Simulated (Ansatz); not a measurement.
The crystal of SnO (P4/nmm), relaxed at this level, has 17.21 Å³/atom and no gap on the mesh:

```
CELL_PARAMETERS angstrom
2.69104 -2.69104 0.00000
2.69104 2.69104 0.00000
0.00000 0.00000 9.50470
ATOMIC_POSITIONS crystal
Sn 0.75000 0.25000 0.87121
Sn 0.25000 0.75000 0.12879
Sn 0.75000 0.25000 0.37121
Sn 0.25000 0.75000 0.62879
O 0.25000 0.25000 0.25000
O 0.75000 0.75000 0.75000
O 0.25000 0.25000 0.75000
O 0.75000 0.75000 0.25000
```

From a supercell of 16 atoms with 8 Sn sites, Sn atoms were taken out at random (neutral cells). Vacancies this close interact, so the results aren't those of isolated ones. Each cell was relaxed without symmetry on coarser meshes and computed once more; the crystal stands on its own mesh of 10×10×4. Computed with DFT PBEsol, scalar-relativistic, plane waves, PAW (Ansatz).

Cutoff 420 eV; k points 6×6×4 on the computed 15-atom cell (Γ-centred); Gaussian smearing, width 0.10 eV; no spin polarisation. Other cells take the settings in the table.

**Question.** What do the vacancies cost, and what do they do to volume and gap?

**Answer.** One draw a row:

```csv
atoms removed,"energy a vacancy, Sn at its standard state (eV)",cell volume / perfect,gap on mesh (eV),smearing (eV),P (GPa),largest force (eV/Å)
1,2.82,0.947,0.00,0.10,0.1,0.09
2,1.57,0.910,0.99,0.02,-0.1,0.01
3,1.65,0.823,1.63,0.02,0.0,0.03
```

In the cells with 2 and 3 removed, atoms moved by over 0.9 Å or the cell stretched by over 10 %: the lattice didn't survive, so the figure per defect isn't a defect energy.

Each cell of Sn3O4 holds layers, and where no dispersion correction was added their binding is poorly described.

Cost: 6 runs of about 23 core-minutes in all (earlier runs that led there not counted), on Intel Xeon 6975P-C (Granite Rapids) (shared hosts).